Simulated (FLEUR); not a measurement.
## Fixed-spin-moment curve of CoO with FLEUR

Wanted: E(M) for CoO, with its minima.

Calculated with FLEUR MaX-R8.1; PBE; all-electron FLAPW, Dirac cores, scalar-relativistic bands.

### Step 1. Starting point

The structure is trigonal, space group R-3m (No. 166). The conventional cell has a = 3.011 Å, b = 3.011 Å, c = 7.320 Å, α = 90.00°, β = 90.00°, γ = 120.00°. Nearest to Co lie 6 O at 2.12 Å. Nearest to O lie 6 Co at 2.12 Å. Farther neighbours and most contacts between anions are not listed.

Coordinates:

```cif
data_structure
_symmetry_space_group_name_H-M 'P 1'
_symmetry_Int_Tables_number 1
_cell_length_a 2.9959
_cell_length_b 2.9959
_cell_length_c 2.9959
_cell_angle_alpha 60.333
_cell_angle_beta 60.333
_cell_angle_gamma 60.333
_cell_volume 19.16
loop_
_atom_site_label
_atom_site_type_symbol
_atom_site_fract_x
_atom_site_fract_y
_atom_site_fract_z
_atom_site_occupancy
Co1 Co 0.00000 0.00000 0.00000 1
O2 O 0.50000 0.50000 0.50000 1
```

The cell comes from a database of computed structures and need not be the stable phase.

### Step 2. Unconstrained state

The free run tells which range of moments is worth scanning.

inpgen writes inp.xml from crystal.txt; cutoffs, mixing, functional, smearing and local orbitals are then set in the file. The k list default-1 (kpts.xml, not shown) is a Γ-centred 8×8×8 mesh; where the ranks do not divide the number of points, some are split in two of half the weight.

File inp.xml:

```
<?xml version="1.0" encoding="UTF-8" standalone="no"?>
<fleurInput fleurInputVersion="0.39">
   <comment>
      CoO
   </comment>
   <calculationSetup>
      <cutoffs Kmax="4.26" Gmax="12.8" GmaxXC="12.8" numbands="0"/>
      <scfLoop itmax="130" minDistance="0.00002" maxIterBroyd="15" imix="Anderson" alpha="0.05" precondParam="0.0" spinf="2.0" sdNocoIR="T"/>
      <coreElectrons ctail="T" frcor="F" kcrel="0" coretail_lmax="0"/>
      <xcFunctional name="pbe" relativisticCorrections="F"/>
      <magnetism jspins="2"/>
      <soc l_soc="F" theta="0.0" phi="0.0" spav="F"/>
      <expertModes spex="0" secvar="F"/>
      <geometryOptimization l_f="F" forcealpha="1.0" forcemix="BFGS" epsdisp="0.00001" epsforce="0.00001"/>
      <ldaU l_linMix="F" mixParam="0.05" spinf="1.0"/>
   </calculationSetup>
   <cell>
      <bzIntegration valenceElectrons="23.0" mode="hist" fermiSmearingEnergy="0.00183747">
         <kPointListSelection listName="default-1"/>
         <xi:include xmlns:xi="http://www.w3.org/2001/XInclude" href="kpts.xml"> </xi:include>
      </bzIntegration>
      <xi:include xmlns:xi="http://www.w3.org/2001/XInclude" href="sym.xml"> </xi:include>
      <bulkLattice scale="1.0">
         <bravaisMatrix>
            <row-1>    2.8449251280691064     1.6425182885237120     4.6107936167605938</row-1>
            <row-2>   -2.8449251280691064     1.6425182885237120     4.6107936167605938</row-2>
            <row-3>    0.0000000000000000    -3.2850365770285270     4.6107936167605938</row-3>
         </bravaisMatrix>
      </bulkLattice>
   </cell>
   <atomSpecies>
      <species name="Cobalt (Co3.000" element="Co" atomicNumber="27">
         <mtSphere radius="2.5" gridPoints="827" logIncrement="0.015"/>
         <atomicCutoffs lmax="10" lnonsphr="8"/>
         <electronConfig flipSpins="F">
            <coreConfig>(1s1/2) (2s1/2) (2p1/2) (2p3/2)</coreConfig>
            <valenceConfig>(3s1/2) (3p1/2) (3p3/2) (4s1/2) (3d3/2) (3d5/2)</valenceConfig>
            <stateOccupation state="(3d3/2)" spinUp="2.0" spinDown="0.8"/>
            <stateOccupation state="(3d5/2)" spinUp="3.0" spinDown="1.2"/>
         </electronConfig>
         <energyParameters s="4" p="4" d="3" f="4"/>
         <lo type="SCLO" l="0" n="3" eDeriv="0"/>
         <lo type="SCLO" l="1" n="3" eDeriv="0"/>
      </species>
      <species name="Oxygen (O)" element="O" atomicNumber="8">
         <mtSphere radius="1.41" gridPoints="467" logIncrement="0.023"/>
         <atomicCutoffs lmax="6" lnonsphr="4"/>
         <electronConfig flipSpins="F">
            <coreConfig>(1s1/2)</coreConfig>
            <valenceConfig>(2s1/2) (2p1/2) (2p3/2)</valenceConfig>
            <stateOccupation state="(2p1/2)" spinUp="0.666667" spinDown="0.666667"/>
            <stateOccupation state="(2p3/2)" spinUp="1.333333" spinDown="1.333333"/>
         </electronConfig>
         <energyParameters s="2" p="2" d="3" f="4"/>
      </species>
   </atomSpecies>
   <atomGroups>
      <atomGroup species="Cobalt (Co3.000">
         <relPos label="                   1">.0000000000 .0000000000 .0000000000</relPos>
         <force calculate="T" relaxXYZ="TTT"/>
      </atomGroup>
      <atomGroup species="Oxygen (O)">
         <relPos label="                   2">1.000/2.000 1.000/2.000 1.000/2.000</relPos>
         <force calculate="T" relaxXYZ="TTT"/>
      </atomGroup>
   </atomGroups>
   <output dos="F" band="F" slice="F">
      <bandDOS minEnergy="-.5*Htr" maxEnergy="0.5*Htr" sigma="0.015" storeEVData="T"/>
      <plotting iplot="0" polar="F">
         <plot TwoD="T" vec1="  1.0  0.0  0.0" vec2="  0.0  1.0  0.0" vec3="  0.0  0.0  1.0" zero="  0.0  0.0  0.0" file="plot"/>
      </plotting>
      <moessbauerParams electricFieldGradient="F" isomerShift="F" coreHyperfine="F" valenceHyperfine="F"/>
   </output>
</fleurInput>
```

File crystal.txt:

```
CoO
&input film=F cartesian=F /
1.50546954452  0.86918324679  2.43992690620
-1.50546954452  0.86918324679  2.43992690620
0.00000000000  -1.73836649357  2.43992690620
1.8897261246
1.0 1.0 1.0

2
27 0.00000000000  0.00000000000  0.00000000000 : 3.000
8 0.50000000000  0.50000000000  0.50000000000

&kpt div1=8 div2=8 div3=8 gamma=T /
```

On the command line:

```bash
OMP_NUM_THREADS=1 inpgen -f crystal.txt > inpgen.log  # inp.xml is then edited as shown
OMP_NUM_THREADS=1 mpirun -n 4 fleur_MPI > fleur.log
```

The program printed:

```text
Welcome to FLEUR        (www.flapw.de)
      MaX-Release 8.1          (www.max-centre.eu)

 ========== k-point set info ==========
 Selected k-point list: default-1
 k-point list type: mesh
 0 x 0 x 0
 Number of k points: 68

 ------------Calculation Setup---------------------------
 Number of MPI-tasks      :            4
 Number of PE/node        :            4
 Number of OMP-threads    :            1
 k-points in parallel     :            4
 pe's per k-point         :            1
 No of k-point loops      :           17
 Eigenvalue solver        :       lapack
 Number of basis functions:          188
 Approximate size of matrices (H+S) per k-point:         0.001 GB
 --------------------------------------------------------
 Iteration:     1   Distance:      24.56106039 me/bohr^3
 Iteration:     2   Distance:      21.48057593 me/bohr^3
 Iteration:     3   Distance:      14.83487520 me/bohr^3
 Iteration:     4   Distance:      14.11229893 me/bohr^3
 Iteration:     5   Distance:       9.11919559 me/bohr^3
 Iteration:     6   Distance:       7.69187338 me/bohr^3
 Iteration:     7   Distance:       2.71166117 me/bohr^3
 Iteration:     8   Distance:       2.46113435 me/bohr^3
 Iteration:     9   Distance:       1.28589492 me/bohr^3
 Iteration:    10   Distance:       0.26315430 me/bohr^3
 Iteration:    11   Distance:       0.13986711 me/bohr^3
 Iteration:    12   Distance:       0.10160319 me/bohr^3
 Iteration:    13   Distance:       0.08248895 me/bohr^3
 Iteration:    14   Distance:       0.08605508 me/bohr^3
 Iteration:    15   Distance:       0.06883770 me/bohr^3
 Iteration:    16   Distance:       0.06505991 me/bohr^3
 Iteration:    17   Distance:       0.02123245 me/bohr^3
 Iteration:    18   Distance:       0.00884011 me/bohr^3
 Iteration:    19   Distance:       0.00528177 me/bohr^3
 Iteration:    20   Distance:       0.00453165 me/bohr^3
 Iteration:    21   Distance:       0.00267980 me/bohr^3
 Iteration:    22   Distance:       0.00275321 me/bohr^3
 Iteration:    23   Distance:       0.00118999 me/bohr^3
 Iteration:    24   Distance:       0.00213490 me/bohr^3
 Iteration:    25   Distance:       0.00051241 me/bohr^3
 Iteration:    26   Distance:       0.00101541 me/bohr^3
 Iteration:    27   Distance:       0.00046171 me/bohr^3
 Iteration:    28   Distance:       0.00001486 me/bohr^3

 ********************************************************************
 Run finished successfully
 Stop message:
   all done
 ********************************************************************

--- out.xml (last complete iteration) ---
<iteration numberForCurrentRun="   28" overallNumber="   28">
         <energyParameters units="Htr">
            <atomicEP atomType="1" spin="1" branch="4s" branchLowest="-3.23" branchHighest="1.31" value="0.2051810766"/>
            <atomicEP atomType="1" spin="1" branch="4p" branchLowest="-1.88" branchHighest="1.84" value="0.3497195037"/>
            <atomicEP atomType="1" spin="1" branch="3d" branchLowest="-9.99" branchHighest="0.29" value="0.2160915375"/>
            <atomicEP atomType="1" spin="1" branch="4f" branchLowest="-9.99" branchHighest="3.09" value="0.6719405215"/>
            <loAtomicEP atomType="1" spin="1" branch="3s" branchLowest="-32.46" branchHighest="-3.23" value="-3.2315916447"/>
            <loAtomicEP atomType="1" spin="1" branch="3p" branchLowest="-27.71" branchHighest="-1.88" value="-1.8823044441"/>
            <atomicEP atomType="2" spin="1" branch="2s" branchLowest="-18.32" branchHighest="0.88" value="-0.4448217232"/>
            <atomicEP atomType="2" spin="1" branch="2p" branchLowest="-9.99" branchHighest="1.25" value="-0.0016387858"/>
            <atomicEP atomType="2" spin="1" branch="3d" branchLowest="-9.99" branchHighest="6.03" value="0.2749795305"/>
            <atomicEP atomType="2" spin="1" branch="4f" branchLowest="-9.99" branchHighest="10.48" value="0.4350843216"/>
            <atomicEP atomType="1" spin="2" branch="4s" branchLowest="-3.12" branchHighest="1.37" value="0.2089756728"/>
            <atomicEP atomType="1" spin="2" branch="4p" branchLowest="-1.77" branchHighest="1.90" value="0.3463060615"/>
            <atomicEP atomType="1" spin="2" branch="3d" branchLowest="-9.99" branchHighest="0.39" value="0.3020197139"/>
            <atomicEP atomType="1" spin="2" branch="4f" branchLowest="-9.99" branchHighest="3.15" value="0.6633976551"/>
            <loAtomicEP atomType="1" spin="2" branch="3s" branchLowest="-32.41" branchHighest="-3.12" value="-3.1201948021"/>
            <loAtomicEP atomType="1" spin="2" branch="3p" branchLowest="-27.67" branchHighest="-1.77" value="-1.7736650275"/>
            <atomicEP atomType="2" spin="2" branch="2s" branchLowest="-18.31" branchHighest="0.91" value="-0.4254711713"/>
            <atomicEP atomType="2" spin="2" branch="2p" branchLowest="-9.99" branchHighest="1.28" value="0.0129380794"/>
            <atomicEP atomType="2" spin="2" branch="3d" branchLowest="-9.99" branchHighest="6.06" value="0.2853595889"/>
            <atomicEP atomType="2" spin="2" branch="4f" branchLowest="-9.99" branchHighest="10.50" value="0.4454494985"/>
         </energyParameters>
         <bandgap value="0.0022463483" units="eV"/>
         <sumValenceSingleParticleEnergies value="-15.4095030533" units="Htr"/>
         <FermiEnergy value="0.3291227128" units="Htr"/>
         <valenceDensity>
            <mtCharges spin="1">
               <mtCharge atomType="1" total="9.4308723" s="1.1881400" p="3.2367239" d="4.9239877" f="0.0569665"/>
               <mtCharge atomType="2" total="2.3867064" s="0.7166491" p="1.6649205" d="0.0045114" f="0.0005261"/>
            </mtCharges>
            <mtCharges spin="2">
               <mtCharge atomType="1" total="6.8540592" s="1.1650919" p="3.2174983" d="2.3976637" f="0.0526524"/>
               <mtCharge atomType="2" total="2.1144383" s="0.6868852" p="1.4241954" d="0.0029664" f="0.0003449"/>
            </mtCharges>
            <spinDependentCharge spin="1" total="12.9391916" interstitial="1.1216128" mtSpheres="11.8175787"/>
            <spinDependentCharge spin="2" total="10.0608084" interstitial="1.0923109" mtSpheres="8.9684975"/>
            <totalCharge value="23.0000000000"/>
         </valenceDensity>
         <coreStates atomType="     1" atomicNumber=" 27" spin="1" kinEnergy="    624.6944840839" eigValSum="   -393.9933191587" lostElectrons=" 0.000000">
            <state n="1" l="0" j="0.5" energy="-278.3958845472" weight="1.0000000000"/>
            <state n="2" l="0" j="0.5" energy="-32.4587118219" weight="1.0000000000"/>
            <state n="2" l="1" j="0.5" energy="-28.0757460211" weight="1.0000000000"/>
            <state n="2" l="1" j="1.5" energy="-27.5314883842" weight="2.0000000000"/>
         </coreStates>
         <coreStates atomType="     1" atomicNumber=" 27" spin="2" kinEnergy="    625.2145990713" eigValSum="   -393.8235012112" lostElectrons=" 0.000000">
            <state n="1" l="0" j="0.5" energy="-278.3959461772" weight="1.0000000000"/>
            <state n="2" l="0" j="0.5" energy="-32.4066974027" weight="1.0000000000"/>
            <state n="2" l="1" j="0.5" energy="-28.0372639747" weight="1.0000000000"/>
            <state n="2" l="1" j="1.5" energy="-27.4917968282" weight="2.0000000000"/>
         </coreStates>
         <coreStates atomType="     2" atomicNumber="  8" spin="1" kinEnergy="     29.1491377884" eigValSum="    -18.3170261038" lostElectrons=" 0.000001">
            <state n="1" l="0" j="0.5" energy="-18.3170261038" weight="1.0000000000"/>
         </coreStates>
         <coreStates atomType="     2" atomicNumber="  8" spin="2" kinEnergy="     29.1629146852" eigValSum="    -18.3077462473" lostElectrons=" 0.000001">
            <state n="1" l="0" j="0.5" energy="-18.3077462473" weight="1.0000000000"/>
         </coreStates>
         <allElectronCharges>
            <spinDependentCharge spin="1" total="18.9391916" interstitial="1.1216132" mtSpheres="17.8175784"/>
            <spinDependentCharge spin="2" total="16.0608084" interstitial="1.0923113" mtSpheres="14.9684972"/>
            <totalCharge value="34.9999999991"/>
         </allElectronCharges>
         <magneticMomentsInMTSpheres units="muBohr">
            <globalMagMoment atomType="1" vec="0.00000   0.00000   2.57681"/>
            <localMagMoment atomType="1" vec="0.00000   0.00000   2.57681"/>
            <globalMagMoment atomType="2" vec="0.00000   0.00000   0.27227"/>
            <localMagMoment atomType="2" vec="0.00000   0.00000   0.27227"/>
         </magneticMomentsInMTSpheres>
         <moessbauerParams unitsHFF="kG" unitsIS="e/bohr^3" unitsEFG="Htr/bohr^2">
         </moessbauerParams>
         <totalEnergy value="    -1468.6861548828" units="Htr">
            <sumOfEigenvalues value="     -839.8510957743">
               <coreElectrons value="-824.4415927210"/>
               <valenceElectrons value="-15.4095030533"/>
            </sumOfEigenvalues>
            <densityCoulombPotentialIntegral value="-2240.3778976852"/>
            <densityEffectivePotentialIntegral value="-2328.8958374248"/>
            <chargeDenXCDenIntegral value="-68.2466675276"/>
            <FockExchangeEnergyValence value="0.0000000000"/>
            <FockExchangeEnergyCore value="0.0000000000"/>
            <atomTypeDependentContributions atomType="1">
               <electronNucleiInteractionDifferentMTs value="1669.5158358451"/>
               <MadelungTerm value="-8.4338140215"/>
            </atomTypeDependentContributions>
            <atomTypeDependentContributions atomType="2">
               <electronNucleiInteractionDifferentMTs value="86.3090648258"/>
               <MadelungTerm value="-5.0365654707"/>
            </atomTypeDependentContributions>
            <tkbTimesEntropy value="0.0012777957"/>
            <freeEnergy value="-1468.6874326784"/>
            <extrapolationTo0K value="-1468.6867937806"/>
         </totalEnergy>
         <densityConvergence units="me/bohr^3">
            <chargeDensity spin="1" distance="0.0000077737"/>
            <chargeDensity spin="2" distance="0.0000123960"/>
            <overallChargeDensity distance="0.0000148595"/>
            <spinDensity distance="0.0000144006"/>
         </densityConvergence>
      </iteration>
```

The job ended after 14 s (4 MPI ranks of AMD EPYC 9R45, shared host; peak memory 0.27 GiB; 54 s of CPU time).

This step gave:

| Quantity | Value |
| --- | --- |
| free energy | -39965.0210 eV |
| program's band gap on this mesh (in a metal only a level spacing) | 0.002246 eV |
| magnetization | 2.878 μB |
| final state | ferromagnetic |
| largest moment | 2.577 μB |

After 28 cycles the largest moment stands at 2.58 μB.

### Step 3. No spin polarisation

inp.xml: that of step 2 with these lines changed.

```diff
@@ -10,3 +10,3 @@
       <xcFunctional name="pbe" relativisticCorrections="F"/>
-      <magnetism jspins="2"/>
+      <magnetism jspins="1"/>
       <soc l_soc="F" theta="0.0" phi="0.0" spav="F"/>
@@ -31,3 +31,3 @@
    <atomSpecies>
-      <species name="Cobalt (Co3.000" element="Co" atomicNumber="27">
+      <species name="Cobalt (Co)" element="Co" atomicNumber="27">
          <mtSphere radius="2.5" gridPoints="827" logIncrement="0.015"/>
@@ -37,4 +37,4 @@
             <valenceConfig>(3s1/2) (3p1/2) (3p3/2) (4s1/2) (3d3/2) (3d5/2)</valenceConfig>
-            <stateOccupation state="(3d3/2)" spinUp="2.0" spinDown="0.8"/>
-            <stateOccupation state="(3d5/2)" spinUp="3.0" spinDown="1.2"/>
+            <stateOccupation state="(3d3/2)" spinUp="1.400000" spinDown="1.400000"/>
+            <stateOccupation state="(3d5/2)" spinUp="2.100000" spinDown="2.100000"/>
          </electronConfig>
@@ -57,3 +57,3 @@
    <atomGroups>
-      <atomGroup species="Cobalt (Co3.000">
+      <atomGroup species="Cobalt (Co)">
          <relPos label="                   1">.0000000000 .0000000000 .0000000000</relPos>
```

crystal.txt: that of step 2 with these lines changed.

```diff
@@ -9,3 +9,3 @@
 2
-27 0.00000000000  0.00000000000  0.00000000000 : 3.000
+27 0.00000000000  0.00000000000  0.00000000000
 8 0.50000000000  0.50000000000  0.50000000000
```

The program printed:

```text
[banner, memory and clock lines left out]
Welcome to FLEUR        (www.flapw.de)
      MaX-Release 8.1          (www.max-centre.eu)

 ========== k-point set info ==========
 Selected k-point list: default-1
 k-point list type: mesh
 0 x 0 x 0
 Number of k points: 68

 [... set-up left out ...]
 Iteration:     1   Distance:      44.61511639 me/bohr^3
 Iteration:     2   Distance:      41.67512653 me/bohr^3
 Iteration:     3   Distance:      17.87659522 me/bohr^3
 Iteration:     4   Distance:      11.96874197 me/bohr^3
 Iteration:     5   Distance:      14.07796052 me/bohr^3
 Iteration:     6   Distance:       1.20482863 me/bohr^3
 Iteration:     7   Distance:       2.32518781 me/bohr^3
 Iteration:     8   Distance:       0.28012254 me/bohr^3
[... lines left out ...]
 Iteration:    12   Distance:       0.00603641 me/bohr^3
 Iteration:    13   Distance:       0.00280450 me/bohr^3
 Iteration:    14   Distance:       0.00038109 me/bohr^3
 Iteration:    15   Distance:       0.00002621 me/bohr^3
 Iteration:    16   Distance:       0.00002319 me/bohr^3
 Iteration:    17   Distance:       0.00001569 me/bohr^3

 ********************************************************************
 Run finished successfully
 Stop message:
   all done
 ********************************************************************

--- out.xml (last complete iteration) ---
<iteration numberForCurrentRun="   17" overallNumber="   17">
         [... left out ...]
         <bandgap value="0.0000922676" units="eV"/>
         <sumValenceSingleParticleEnergies value="-15.1523133583" units="Htr"/>
         <FermiEnergy value="0.3223943689" units="Htr"/>
         [... left out ...]
         <totalEnergy value="    -1468.6688428925" units="Htr">
            <sumOfEigenvalues value="     -839.4857395030">
               <coreElectrons value="-824.3334261448"/>
               <valenceElectrons value="-15.1523133583"/>
            </sumOfEigenvalues>
         [... left out ...]
            <freeEnergy value="-1468.6698948045"/>
            <extrapolationTo0K value="-1468.6693688485"/>
         </totalEnergy>
         <densityConvergence units="me/bohr^3">
            <chargeDensity spin="1" distance="0.0000156895"/>
         </densityConvergence>
      </iteration>
```

Run time: 6.5 s. Hardware: 4 MPI ranks; peak memory 0.23 GiB; 25 s of CPU time.

Read from the output:

```yaml
free_energy: -39964.5438 eV
program_s_band_gap_on_this_mesh_in_a_metal_only_a_level_spacing: 9.23e-5 eV
final_state: non-magnetic (no spin polarisation)
```

Its energy lies +477.2 meV a cell from the free run's.

(Continued in part 2 of 2.)

[Logs and program files are shortened in this print: banners, set-up blocks, solver, clock and traceback lines can be left out without a mark of their own.]

[Logs are printed without paths, hosts, clocks, repeated set-up lines and the standing remarks that a program may print on its own settings, such as how far it seeks lower states.]

[Hosts, paths, dates, database ids (printed as entryN), source tags and the programs' standing remarks are cut or masked in the printed files.]

[Where a cell is said to come from a database of computed structures, the database is the Materials Project.]
